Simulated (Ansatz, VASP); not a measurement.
Two plane-wave programs on ZnCu

INCAR

```
SYSTEM = ZnCu
PREC     = Accurate       ! precision mode
ENCUT    = 520            ! plane-wave cutoff, eV
EDIFF    = 1E-8           ! SCF threshold, eV
ISMEAR   = -1             ! smearing method
SIGMA    = 0.05           ! smearing width, eV
LREAL    = .FALSE.        ! projectors in reciprocal space
LASPH    = .TRUE.         ! aspherical terms in the spheres
NELM     = 100            ! most SCF steps
ALGO     = Fast           ! electronic algorithm
ISIF     = 2              ! what is computed and relaxed
LWAVE    = .FALSE.        ! write WAVECAR
LCHARG   = .FALSE.        ! write CHGCAR
GGA      = PE             ! functional
LEFG     = .TRUE.       
NBANDS   = 18             ! bands
```

KPOINTS

```
regular mesh
0
G
  14 14 14
  0 0 0
```

The input POSCAR:

```
ZnCu
1.0
    2.9645038796      0.0000000000      0.0000000000
    0.0000000000      2.9645038796      0.0000000000
    0.0000000000      0.0000000000      2.9645038796
Zn Cu
1 1
Direct
    0.5000000000      0.5000000000      0.5000000000
    0.0000000000      0.0000000000      0.0000000000
```

Input for Ansatz:

```yaml
crystal:
  lattice:
    - [2.9645038796, 0.0, 0.0]
    - [0.0, 2.9645038796, 0.0]
    - [0.0, 0.0, 2.9645038796]
  atoms:
    - { symbol: Zn, position: [0.5, 0.5, 0.5] }
    - { symbol: Cu, position: [0.0, 0.0, 0.0] }
kpoints:
  mp_grid: { grid: [14, 14, 14] }
scf:
  occupations: { method: fermi_dirac, width: 0.05 }
hamiltonian:
  xc: pbe
  pseudopotentials: { kind: paw }
output:
  forces: true
  stress: true
  eigenvalues: true
  efg: { contact_densities: true }
```

Change from the starting cell: volume scaled by 1.02, PAW files.

Alike in both runs: task electric field gradients; functional PBE; k mesh 14 × 14 × 14; occupations fermi-dirac, width 0.05 eV; no spin polarisation.

|  | VASP | Ansatz |
| --- | --- | --- |
| version | VASP 6.6.1 | Ansatz 0.2.0 |
| potentials or method | VASP PAW PBE potentials, release 64 (Zn, Cu) | PAW with Ansatz's default frozen-core files, scalar-relativistic |
| plane-wave cutoff (eV) | 520 | 420 |
| valence electrons in the cell | 23 | 31 |

Ansatz gave:

| Quantity | Value |
| --- | --- |
| pressure (GPa) | -0.1 |
| Vzz of the field gradient on the site that differs most (V/Å²) | 0.0 |

What did VASP give for the same quantities?

Pressure (GPa): 0.4; Vzz of the field gradient on the site that differs most (V/Å²): 0.0.

The functional is the same, so the differences come from potentials, cutoffs and numerics. The two sets of potentials don't hold the same shells in valence.
